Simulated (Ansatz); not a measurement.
AlNi: strain energy, fitted

AlNi, Pm-3m, a = 2.862 Å. The structure is a Materials Project entry; whether it is the stable form wasn't checked. Ansatz: PBEsol, PAW, 420 eV, Γ-centred 18×18×18 mesh on 2 atoms, Gaussian smearing 0.10 eV; no spin polarisation. Series: biaxial strain in the a-b plane, c and atoms relaxed; x is the strain in per cent. y is the free energy over the unstrained cell, V0 = 11.726 Å³/atom.

```
x (%) y (meV/atom)
 -4.5             ?
 -3.0         10.89
 -1.5          2.65
  0.0          0.00
  1.5          2.99
  3.0         12.60
  4.5         28.35
```

Fit y = c2 x² + c3 x³ to the other rows, turn c2 into a modulus, and predict the missing energy.

Least squares on the rows shown. y = 1.2898 x² + 0.025612 x³. In eV per unit strain² c2 is 12.90; M is the biaxial modulus (E = M V0 ε²): 12.90 × 160.2 / (11.726) = 176 GPa. At x = -4.5 the fit asked for gives 23.78 meV/atom. The run gave 24.38 meV/atom, so the fit is 0.60 meV/atom too low, 2.1 % of the span of the series, against an rms of 0.16 meV/atom on the fitted rows. The row lies outside the fitted range. With a term in x⁴ added, a fit to the same known rows predicts 22.77 meV/atom, further off still.